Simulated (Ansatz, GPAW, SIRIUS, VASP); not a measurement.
**CuAu: 4 runs at one level of theory**

```
Au Cu
1.0
     2.81075    0.00000    0.00000
     0.00000    2.81075    0.00000
     0.00000    0.00000    3.68500
Au Cu
1 1
Direct
  0.00000 0.00000 0.00000
  0.50000 0.50000 0.50000
```

Alike in all runs: task single point; functional PBEsol; k mesh 9 × 9 × 7; occupations fermi-dirac, width 0.05 eV; no spin polarisation; no spin-orbit coupling. Pressure is positive in compression and, in plane waves, holds the error of the finite cutoff.

```csv
program and potentials,plane-wave cutoff (eV),notes,pressure (GPa)
"Ansatz, all-electron LAPW, scalar-relativistic",-,-,-3.96
"SIRIUS, PseudoDojo 0.4.1 PBEsol standard (scalar relativistic)",1254,19 valence electrons an atom on average,?
"VASP, PBE PAW files Au, Cu, 520 eV",520,potentials made for PBE; 11 valence electrons an atom on average,-3.91
"GPAW, PAW data sets generated for this functional",600,11 valence electrons an atom on average,-1.52
```

**Question.** Estimate from the other rows what the run with SIRIUS, PseudoDojo 0.4.1 PBEsol standard (scalar relativistic) gave.

**Answer.** Pressure -4.27 GPa. The other rows, which needn't bracket it: pressure -3.96 to -1.52.
